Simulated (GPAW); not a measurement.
Runs of GPAW 26.7.0 on C. The structure is hexagonal, space group P6_3/mmc (No. 194). Conventional cell: a = 2.522 Å, b = 2.522 Å, c = 8.237 Å, α = 90.00°, β = 90.00°, γ = 120.00°. Around C (site symmetry 3m) lie 4 C at 1.54 Å. Around C (site symmetry 3m) lie 4 C at 1.54 Å. This is a hexagonal form of diamond, not graphite.

```csv
task,level,potentials or basis,cell,band path,band points,eigensolver,optimizer,fmax,gap on the mesh (eV),pressure (GPa),relaxed volume (Å³/atom),largest force (eV/Å)
band structure,PW91,"PAW data sets generated in the run's folder for this functional, pw",as given,"GMKGALHA,LM,KH",100,-,-,-,4.46,1.4,-,0.33
relaxation of cell and atoms,BLYP+D3(BJ),"PAW data sets generated in the run's folder for this functional, pw",relaxed,-,-,davidson,BFGS,0.02 eV/Å,4.89,-0.1,(a),0.01
band structure,MS2,"GPAW PAW data sets (gpaw-data 1.2.1), pw",as given,"GMKGALHA,LM,KH",60,-,-,-,(b),-6.1,-,0.33
relaxation of cell and atoms,SOGGA,"PAW data sets generated in the run's folder for this functional, pw",relaxed,-,-,-,LBFGS,0.02 eV/Å,4.44,0.2,5.60,0.01
relaxation of cell and atoms,PBEsol+D3,"PAW data sets generated in the run's folder for this functional, pw",relaxed,-,-,-,BFGS,0.05 eV/Å,4.44,0.3,5.58,0.01
```

Alike in all rows: no spin polarisation; k mesh 7 × 7 × 2; cutoff (eV) 800; smearing fermi-dirac 0.05 eV.

Problem. Estimate the missing entries.

Solution. (a) 5.68; (b) 4.99.

Caveats: later steps reuse the first step's grids (some runs); an odd mesh through Γ misses points on the zone boundary, where band edges often lie (some runs); the PAW data sets were made with another functional, which shifts forces and pressure a little (some runs).

Runs at the PBE level aren't shown here.
